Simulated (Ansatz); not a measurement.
# Stack of 1T-GeClBr under honeycomb BP, shifted by a third of the diagonal in a perpendicular field, part 3 of 3

What dipole does a perpendicular field induce in the stack of 1T-GeClBr under honeycomb BP, shifted by a third of the diagonal, and does the gap follow? A positive field points along +c.

Ansatz 0.2.0; plane-wave DFT, LDA, Ansatz PAW (the session's first sound run).

So far, gap along the path (eV): step 3 (single point, field 0) 0.831; step 5 (field -0.1 V/Å) 0.835; step 6 (field 0.2 V/Å) 0.821; step 7 (field -0.2 V/Å) 0.837; step 8 (field 0.35 V/Å) 0.809.

## (10) With spin-orbit coupling, k-mesh 12×12×1

This step: plane-wave DFT, PBE, fully relativistic PAW with spin-orbit coupling (Ansatz 0.2.0).

Heavy atoms split their bands by spin-orbit coupling, so this run uses fully relativistic files and two-component states.

input.yaml

```yaml
crystal:
  lattice:
    - [3.3412764276, 0.0, 0.0]
    - [-1.6706382138, 2.8936302673, 0.0]
    - [0.0, 0.0, 24.8108224518]
  atoms:
    - { symbol: Br, position: [0.6666666667, 0.3333333333, 0.3627449278] }
    - { symbol: Ge, position: [0.0, 0.0, 0.4388304943] }
    - { symbol: Cl, position: [0.3333333333, 0.6666666667, 0.508432124] }
    - { symbol: P, position: [0.0, 0.0, 0.636965416] }
    - { symbol: B, position: [0.6666666667, 0.3333333333, 0.6372550722] }
kpoints:
  mp_grid: { grid: [12, 12, 1] }
  band_path:
    path: [[0, 0, 0], [0.5, 0, 0], [0.33333333, 0.33333333, 0], [0, 0, 0]]
    npoints: 16
hamiltonian:
  xc: pbe
  pseudopotentials: { kind: paw_fr }
magnetization:
  noncollinear: true
  spin_orbit: true
scf:
  occupations: { method: fermi_dirac, width: 0.02585 }
  convergence: { dr2_threshold: 1.0e-09 }
efield:
  axis: 3
  dipole_correction: true
  ramp_position: 0.97
  ramp_width: 0.06
  amplitude: 0
output:
  write_potential: true
  write_density: true
  volumetric_format: npy
```

Command:

```sh
ansatz run input.yaml --threads 4 --pin off --max-ram 6144MiB --backend cpu --events-out ev --progress --plain --runs-dir out
```

Numbers of over 12 decimals in the logs are rounded to 6 here.

What it wrote:

```text
[...]
non-collinear run that drives no moment, with spin-orbit: no starting moment large enough to seed its density (crystal.atoms[].spin), no starting occupations that ask for one, no magnetisation constraint and no magnetic field, so the semilocal B_xc is pinned to zero
Crystal: 5 atoms, lattice volume = 239.881 Å³
Basis set: ecut = 420 eV, 4727 PW (Γ)
Bands: 46, of which v1, the nominal top of the filled ones, is band 36 counted from 1 (35 counted from 0)
Symmetry: 6 space group operations + 6 with time reversal
[...]
k-points: 19 of 144 (time reversal used)
Projection manifold: j_resolved (fully-relativistic pseudo-atomic orbitals)
[...]
SCF iter   1: F=—  HF=-9071.348618 eV  |F-HF|=—  |Δ(HF+E_count)|=         —  Δρ=2.77e-2  dr2=2.74e0  dr2_m=0.00e0 (ungated)  ethr=3.10e-3  |M|=0.00e0 ∫|m|=0.00e0 μB  |m|>n=0.0e0 m-floor=0.0e0 τ_xc=0.0e0  β_m=1.00  p=-0.000 e·Å  D=-6.65e-7 V/Å  ΔV_dip=0.00 eV  dr2_dipole=5.10e-2  V_vac-E_F(+/−)=6.05/6.05 eV  ⟨swp⟩=11.4  Hψ=5294  notcnv=0
[...]
spin=Noncollinear: LDOS preconditioning applied to the charge; magnetization (m_x, m_y, m_z) channels mix plain (no charge-response kernel on spin).
SCF iter   2: F=—  HF=-9071.318801 eV  |F-HF|=—  |Δ(HF+E_count)|=   2.98e-2  Δρ=2.33e-2  dr2=2.26e0  dr2_m=0.00e0 (ungated)  ethr=3.10e-3  |M|=0.00e0 ∫|m|=0.00e0 μB  |m|>n=0.0e0 m-floor=0.0e0 τ_xc=0.0e0  β_m=0.44  p=-0.038 e·Å  D=-2.84e-2 V/Å  ΔV_dip=0.71 eV  dr2_dipole=2.11e-2  V_vac-E_F(+/−)=4.77/4.07 eV  ⟨swp⟩=3.8  Hψ=1808  notcnv=0  defer=64
[...]
SCF iter  12: F=-9070.596303 eV  HF=-9070.596303 eV  |F-HF|=9.80e-10  |Δ(HF+E_count)|=   1.31e-8  Δρ=8.40e-7  dr2=9.94e-10  dr2_m=0.00e0 (ungated)  ethr=2.78e-12  |M|=0.00e0 ∫|m|=0.00e0 μB  |m|>n=0.0e0 m-floor=0.0e0 τ_xc=0.0e0  p=-0.018 e·Å  D=-1.39e-2 V/Å  ΔV_dip=0.34 eV  dr2_dipole=3.67e-11  V_vac-E_F(+/−)=4.87/4.52 eV  ⟨swp⟩=13.4  Hψ=4584  notcnv=0
SCF 1 converged in 12 iterations: F = -9070.596303 eV  dr2 = 9.94e-10
[...]
SCF converged after 12 iterations
Magnetization: |M| = 0.0000 μB,  M = (+0.0000, +0.0000, +0.0000) μB
Absolute magnetization: 0.0000 μB (∫|m|)
  site 0: m = (+0.0000, +0.0000, +0.0000) μB, |m| = 0.0000 μB  (R = 1.11 Å)
  site 1: m = (+0.0000, +0.0000, +0.0000) μB, |m| = 0.0000 μB  (R = 1.07 Å)
  site 2: m = (+0.0000, +0.0000, +0.0000) μB, |m| = 0.0000 μB  (R = 1.07 Å)
  site 3: m = (+0.0000, +0.0000, +0.0000) μB, |m| = 0.0000 μB  (R = 0.80 Å)
  site 4: m = (+0.0000, +0.0000, +0.0000) μB, |m| = 0.0000 μB  (R = 0.80 Å)
Free energy (F): -9070.596303 eV
[...]
Internal energy: -9070.596303 eV  (E = F + TS)
E sigma→0 (E₀):  -9070.596303 eV
Fermi energy:    0.059499 eV
Dipole field:    D = -0.013861 V/Å  (p = -0.018374 e·Å, saw-weighted, corrected)
Work function:   Φ+ = 4.8660 eV   Φ− = 4.5221 eV
[...]
--- Band table (eV; the first three rows and the last of 19) ---
  k-point 0: bands = [... 32 lower, -1.3112, -1.3112, -1.2530, -1.2530, 2.6899, 2.6899, 3.7059, 3.7059, ... 6 higher]
  k-point 1: bands = [... 32 lower, -1.6347, -1.5466, -1.0589, -0.9751, 2.9714, 2.9928, 3.4047, 3.4609, ... 6 higher]
  k-point 2: bands = [... 32 lower, -1.8899, -1.8425, -0.9881, -0.9055, 2.4139, 2.4304, 3.1637, 3.1652, ... 6 higher]
  k-point 18: bands = [... 32 lower, -2.2709, -2.1820, -0.3898, -0.3880, 0.5055, 0.5105, 1.3532, 1.3906, ... 6 higher]
```

The job ended after 52 s (4 threads of Arm Neoverse V1, shared host; peak memory 1.5 GiB; 3.4 min of CPU time).

Numbers from this step:

```yaml
dipole_along_the_normal: -0.01837 e·Å
gap_along_the_path: 0.8935 eV
smallest_direct_gap_along_the_path: 0.8935 eV
step_between_the_vacuum_levels: 0.3439 eV
ionisation_energy_upper_face: 5.313 eV
electron_affinity_upper_face: 4.420 eV
ionisation_energy_lower_face: 4.970 eV
gap_the_smaller_of_path_and_mesh: 0.8935 eV
```

The electronic bands at the labelled points (eV, zero at the Fermi level of the run, which the smearing sets inside the gap):

```tsv
point	band 33	band 34	band 35	band 36	band 37	band 38	band 39	band 40
Γ	-1.37	-1.37	-1.31	-1.31	2.63	2.63	3.65	3.65
halfway	-2.25	-2.22	-1.33	-1.26	1.63	1.64	2.68	2.68
M	-2.53	-2.53	-1.36	-1.36	0.83	0.83	1.32	1.32
halfway	-2.24	-2.14	-1.05	-1.05	0.90	0.91	1.24	1.27
K	-2.33	-2.24	-0.45	-0.45	0.45	0.45	1.29	1.33
halfway	-2.69	-2.66	-1.28	-1.17	1.83	1.85	2.61	2.61
Γ	-1.37	-1.37	-1.31	-1.31	2.63	2.63	3.65	3.65
```

The gap is 0.89 eV, with the valence edge 5.31 eV and the conduction edge 4.42 eV under the upper vacuum level.

## (11) With spin-orbit coupling, k-mesh 12×12×1, field -0.2 V/Å

The same in a field along the normal.

input.yaml, as its differences from that of step 10:

```diff
@@ -13,5 +13,3 @@
   mp_grid: { grid: [12, 12, 1] }
-  band_path:
-    path: [[0, 0, 0], [0.5, 0, 0], [0.33333333, 0.33333333, 0], [0, 0, 0]]
-    npoints: 16
+  band_path: { path: [[0, 0, 0], [0.12, 0, 0]], npoints: 24 }
 hamiltonian:
@@ -30,3 +28,3 @@
   ramp_width: 0.06
-  amplitude: 0
+  amplitude: -0.2
 output:
```

What it wrote:

```text
[...]
Crystal: 5 atoms, lattice volume = 239.881 Å³
Basis set: ecut = 420 eV, 4727 PW (Γ)
Bands: 46, of which v1, the nominal top of the filled ones, is band 36 counted from 1 (35 counted from 0)
Symmetry: 6 space group operations + 6 with time reversal
[...]
k-points: 19 of 144 (time reversal used)
[...]
k-point 1: bands = [... 32 lower, -1.5563, -1.4644, -0.9938, -0.9097, 3.0566, 3.0616, 3.3918, 3.4012, ... 6 higher]
  k-point 2: bands = [... 32 lower, -1.8104, -1.7614, -0.9238, -0.8405, 2.4844, 2.5005, 3.0350, 3.0363, ... 6 higher]
  k-point 18: bands = [... 32 lower, -2.2117, -2.1221, -0.5153, -0.5131, 0.3861, 0.3897, 1.4172, 1.4537, ... 6 higher]
[key lines of the parts left out:]
SCF converged after 12 iterations
Magnetization: |M| = 0.0000 μB,  M = (+0.0000, +0.0000, +0.0000) μB
Free energy (F): -9070.608779 eV
Fermi energy:    -0.063171 eV
Dipole field:    D = -0.080222 V/Å  (p = -0.106348 e·Å, saw-weighted, corrected)
```

Elapsed: 43 s, on 4 threads; peak memory 1.5 GiB; 2.8 min of CPU time.

Numbers from this step:

```yaml
dipole_along_the_normal: -0.1063 e·Å
gap_along_the_path: 3.609 eV
smallest_direct_gap_along_the_path: 3.801 eV
gap_the_smaller_of_path_and_mesh: 0.8991 eV
```

The dipole is -0.106 e·Å, and the gap 0.899 eV.

## (12) Spin splitting near the zone centre

This step: plane-wave DFT, PBE, fully relativistic PAW with spin-orbit coupling; spin splitting near the zone centre (Ansatz 0.2.0).

Levels that meet at the zone centre are followed outwards; a split that grows in proportion to k gives the Rashba parameter as ΔE/2k.

This step gave:

```yaml
largest_split_over_2k_that_stays_linear_in_k: 1.105 eV Å
```

Groups of levels that meet at the zone centre and whose split, tested at two k, grows in proportion to k or stays under 1 meV; groups that fail this test are left out. Spin splitting, by row:

```tsv
level at the first point (eV from the Fermi level)	states	split at k = 0.033 1/A (eV)	split over 2k (eV Å)
-2.182	2	1.00e-4	0
-2.153	2	0	0
-1.625	2	0.072	1.105
```

## (13) A changed input

This step: plane-wave DFT, LDA, Ansatz PAW (Ansatz 0.2.0).

An input spoilt on purpose, to show how the run answers: it repeats the earlier run at 0.1 V/Å with efield.axis from 3 to 0, and scf.max_iter set to 50.

input.yaml, the sections that differ from step 11:

```yaml
kpoints:
  mp_grid: { grid: [18, 18, 1] }
  band_path:
    path: [[0, 0, 0], [0.5, 0, 0], [0.33333333, 0.33333333, 0], [0, 0, 0]]
    npoints: 16
hamiltonian:
  xc: lda
scf:
  occupations: { method: fermi_dirac, width: 0.02585 }
  convergence: { dr2_threshold: 1.0e-10 }
  max_iter: 50
efield:
  axis: 0
  dipole_correction: true
  ramp_position: 0.97
  ramp_width: 0.06
  amplitude: 0.1
# crystal, output: as in step 11
# magnetization: removed
```

What it wrote:

```text
Error: invalid value for `efield.axis`: must be in [1, 3]; got 0
```

Elapsed: 0.03 s, on 4 threads; peak memory 0.031 GiB.

The input was rejected at the start.

The program's message: “Error: invalid value for `efield.axis`: must be in [1, 3]; got 0”

The fault put into the input: an axis of 0, outside the range 1 to 3.

## (14) The same run with other settings: efield.ramp_width = 0.04

Another changed input: it repeats the earlier run at 0.1 V/Å with efield.ramp_width from 0.06 to 0.04.

input.yaml, as its differences from that of step 13:

```diff
@@ -21,8 +21,7 @@
   convergence: { dr2_threshold: 1.0e-10 }
-  max_iter: 50
 efield:
-  axis: 0
+  axis: 3
   dipole_correction: true
   ramp_position: 0.97
-  ramp_width: 0.06
+  ramp_width: 0.04
   amplitude: 0.1
```

What it wrote:

```text
[...]
Crystal: 5 atoms, lattice volume = 239.881 Å³
Basis set: ecut = 420 eV, 4727 PW (Γ)
Bands: 23, of which v1, the nominal top of the filled ones, is band 18 counted from 1 (17 counted from 0)
Symmetry: 6 space group operations
[...]
k-points: 37 of 324 (time reversal used)
[...]
SCF iter   1: F=—  HF=-8831.023288 eV  |F-HF|=—  |Δ(HF+E_count)|=         —  Δρ=2.70e-2  dr2=2.42e0  ethr=3.10e-3  p=0.050 e·Å  D=3.74e-2 V/Å  ΔV_dip=-0.93 eV  dr2_dipole=2.68e-2  V_vac-E_F(+/−)=6.98/5.65 eV  ⟨swp⟩=9.6  Hψ=5474  notcnv=0
[...]
SCF iter  15: F=-8830.247421 eV  HF=-8830.247421 eV  |F-HF|=7.46e-11  |Δ(HF+E_count)|=  6.18e-11  Δρ=9.18e-8  dr2=7.04e-11  ethr=1.00e-12  p=0.030 e·Å  D=2.25e-2 V/Å  ΔV_dip=-0.56 eV  dr2_dipole=1.48e-11  V_vac-E_F(+/−)=5.71/4.02 eV  ⟨swp⟩=9.3  Hψ=3236  notcnv=0
SCF 1 converged in 15 iterations: F = -8830.247421 eV  dr2 = 7.04e-11
[...]
SCF converged after 15 iterations
Free energy (F): -8830.247421 eV
[...]
Internal energy: -8830.247421 eV  (E = F + TS)
E sigma→0 (E₀):  -8830.247421 eV
Fermi energy:    -0.134872 eV
Dipole field:    D = 0.022519 V/Å  (p = 0.029853 e·Å, saw-weighted, corrected)
Work function:   not extracted (applied field tilts the vacuum); planar V_es + V_field profile in the machine report
[...]
--- Band table (eV; the first three rows and the last of 37) ---
  k-point 0: bands = [... 14 lower, -2.2619, -1.7294, -1.7294, -1.6099, 2.2772, 3.6028, 3.6251, 3.6251, ... 1 higher]
  k-point 1: bands = [... 14 lower, -2.3448, -2.1052, -1.7761, -1.4129, 2.4446, 3.3460, 3.4743, 3.6322, ... 1 higher]
  k-point 2: bands = [... 14 lower, -2.7517, -2.5643, -1.9043, -1.2619, 2.6272, 2.9745, 3.2377, 3.6189, ... 1 higher]
  k-point 36: bands = [... 14 lower, -4.5442, -4.2692, -2.5288, -0.5482, 0.2784, 1.0610, 1.3686, 3.3508, ... 1 higher]
```

Run time: 13 s. Hardware: 4 threads; peak memory 0.61 GiB.

This step gave:

```yaml
dipole_along_the_normal: 0.02985 e·Å
gap_along_the_path: 0.8266 eV
smallest_direct_gap_along_the_path: 0.8266 eV
gap_the_smaller_of_path_and_mesh: 0.8266 eV
```

Electronic bands along the path, in eV, zero at the Fermi level of the run, which the smearing sets inside the gap:

```tsv
point	band 15	band 16	band 17	band 18	band 19	band 20	band 21	band 22
Γ	-2.13	-1.59	-1.59	-1.48	2.41	3.74	3.76	3.76
halfway	-3.18	-2.97	-2.26	-1.40	1.49	2.66	3.39	3.53
M	-3.85	-2.76	-2.69	-1.35	0.73	1.27	1.99	2.55
halfway	-4.32	-3.83	-2.28	-1.03	0.85	1.16	2.08	3.21
K	-4.41	-4.13	-2.39	-0.41	0.41	1.20	1.50	3.49
halfway	-3.77	-3.09	-2.67	-1.30	1.72	2.48	3.68	3.75
Γ	-2.13	-1.59	-1.59	-1.48	2.41	3.74	3.76	3.76
```

```tsv
quantity	this run	earlier run	difference
dipole along the normal (e·Å)	0.02985	0.02984	8.7e-6
gap along the path (eV)	0.8266	0.8266	0
smallest direct gap along the path (eV)	0.8266	0.8266	0
```

Nothing in the table moves by 0.01 in its unit (for the dipole 0.5 % and 5e-5 e·Å).

## (15) Summary of results

```yaml
gap_without_field: 0.831 eV
ionisation_energy_upper_face: 5.51 eV
electron_affinity_upper_face: 4.67 eV
step_between_the_vacuum_levels: 0.272 eV
equivalent_conductor_thickness_atoms_held: 8.30 Å
largest_split_over_2k_that_stays_linear_in_k_at_minus_0p2_v_a: 1.11 eV Å
```

In words: The induced dipole equals that of a perfect conductor 8.30 Å thick, while the outer atoms lie 6.81 Å apart; an out-of-plane ε follows only once a thickness t is chosen, by 1 − 1/ε = 8.30 Å / t. The two faces differ: the vacuum level above lies 0.27 eV higher than the one below. The gap goes from 0.83 eV to 0.81 eV at 0.35 V/Å. Semilocal functionals give gaps that are too small, and excitons are not included. The field series itself is without spin-orbit coupling.

[Logs are printed without paths, hosts, clocks, repeated set-up lines and the standing remarks that a program may print on its own settings, such as how far it seeks lower states.]

[Hosts, paths, dates, database ids (printed as entryN), source tags and the programs' standing remarks are cut or masked in the printed files.]

[Maps of the electrostatic potential energy from Ansatz leave out the sawtooth potential of an applied field or a dipole correction, so their vacuum need not be flat; planar profiles and work functions include it.]
